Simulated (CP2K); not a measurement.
Ge in CP2K: convergence with eps default

Crystal: Ge.

```
CELL_PARAMETERS angstrom
2.95207 0.00000 0.00000
-1.62959 2.46153 0.00000
0.00000 0.00000 2.69823
ATOMIC_POSITIONS crystal
Ge 0.50000 0.50000 0.00000
```

This isn't the form of Ge at room conditions, which is diamond.

- Program: CP2K 2026.2
- Task: single point
- Functional: PBE
- Potentials or basis: POTENTIAL_UZH Ge GTH-PBE-q4; TZVP-MOLOPT-PBE-GTH basis
- Density cutoff: 6123 eV
- k mesh: 8 × 8 × 8
- Occupations: fermi-dirac, width 0.0259 eV
- Spin: no spin polarisation

These are the settings of the first run; the series varies eps default, with any setting tied to it.

Hardware: 1 thread of Intel(R) Xeon(R) Platinum 8375C CPU @ 2.90GHz (Ice Lake) (shared host).

**Question.** The values tried are 1.0E-6, 1.0E-7, 1.0E-8, 1.0E-9, 1.0E-10, 1.0E-11, 1.0E-12, loosest first. From which on does the energy stay within 1 meV/atom of the tightest run that finished?

**Answer.** From 1.0E-7 on.

```csv
eps default,"energy less the tightest run, at zero smearing (meV/atom)",pressure (GPa),SCF cycles,CPU time (s),peak memory (GiB)
1.0E-6,-1.12,-0.15,11,10,0.24
1.0E-7,-0.04,-0.06,11,9.9,0.25
1.0E-8,-0.03,-0.06,11,10,0.25
1.0E-9,-0.01,-0.06,11,13,0.25
1.0E-10,0.00,-0.06,11,17,0.26
1.0E-11,0.00,-0.06,11,17,0.26
1.0E-12,0.00,-0.06,11,22,0.26
```

Against the tightest run, the pressure stays within 0.1 GPa from 1.0E-6 on. The tightest run that finished is the yardstick and may itself not be fully converged.

Caveat, for the tightest run too: the basis of atomic orbitals isn't converged, which shifts pressures, moduli and gaps.
